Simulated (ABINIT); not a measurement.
The system is Sb.

```
Sb
1.0
     2.15420    1.24373    3.75800
    -2.15420    1.24373    3.75800
     0.00000   -2.48746    3.75800
Sb
2
Direct
  0.76651 0.76651 0.76651
  0.23349 0.23349 0.23349
```

```yaml
Program: ABINIT 10.8.3 (patched build)
Task: single point
Functional: PBE
Potentials_or_basis: JTH PAW PBE v2.0
Cutoff: 435 eV
k_mesh: 8 × 8 × 8
Occupations: fermi-dirac, width 0.05 eV
Spin: no spin polarisation
```

On this cell: pressure 2.6 GPa; largest force 0.170 eV/Å; band gap on the k mesh none (metal or under the smearing width).

The same run follows on a disturbed copy (atoms moved at random, drawn with an rms of 0.05 Å):

```
Sb
1.0
     2.15420    1.24373    3.75800
    -2.15420    1.24373    3.75800
     0.00000   -2.48746    3.75800
Sb
2
Direct
  0.76764 0.75507 0.76479
  0.25004 0.22744 0.22232
```

What does the disturbed cell give?

The energy (extrapolated to zero smearing) moves by +0.1 meV/atom; pressure 2.1 GPa; largest force 0.106 eV/Å; band gap on the k mesh none (metal or under the smearing width).

Forces in eV/Å, atoms in the order of the input:
```
Sb   0.053  0.092  0.009
Sb  -0.053 -0.092 -0.009
```

Stress tensor (GPa, compression positive):
```
 2.40  0.13 -0.24
 0.13  2.23 -0.46
-0.24 -0.46  1.55
```
